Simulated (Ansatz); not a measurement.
## SnSe (P4/nmm), random displacements

These are results of DFT r2SCAN, scalar-relativistic, plane waves, PAW in Ansatz 0.2.0, not measurements. Settings: plane waves to 500 eV, k-mesh 6×6×4 (Γ-centred), Gaussian smearing 0.05 eV. No spin polarisation. Energies are free energies at this smearing, counted from the undisturbed cell; pressure is positive in compression.

The starting cell (as given, not relaxed at this level; this form isn't the usual structure):

```
CELL_PARAMETERS angstrom
4.28533 0.00000 0.00000
0.00000 4.28533 0.00000
0.00000 0.00000 10.99069
ATOMIC_POSITIONS crystal
Sn 0.50000 0.00000 0.37223
Sn 0.00000 0.50000 0.62777
Se 0.50000 0.00000 0.61604
Se 0.00000 0.50000 0.38396
```

The cell holds layers and no dispersion correction was added, so their binding is poorly described.

The atoms are displaced (Å, in the unstrained cell):

```
atom ux uy uz
 Sn1  -0.329  -0.051  -0.003
 Sn2   0.091  -0.112   0.019
 Se3   0.136   0.056  -0.051
 Se4   0.102   0.107   0.035
```

Strain (Voigt, engineering shear): (0.0112, -0.0068, 0.0087, -0.0085, 0.0238, 0.0103).

(1) What are the energy change, the stress and the forces?

Answers

(1) ΔE = 23.1 meV/atom; stress (xx, yy, zz, yz, xz, xy; compression positive) (0.91, 1.11, 0.18, 0.10, -0.63, 0.33) GPa; gap on the mesh 1.59 eV.
```csv
atom,Fx (eV/Å),Fy,Fz
Sn1,0.79,0.33,-0.23
Sn2,-0.17,-0.05,0.00
Se3,-0.10,0.12,0.08
Se4,-0.53,-0.41,0.15
```

Cost: 1 run of about 1.7 core-minutes, on Arm Neoverse V1 (shared hosts).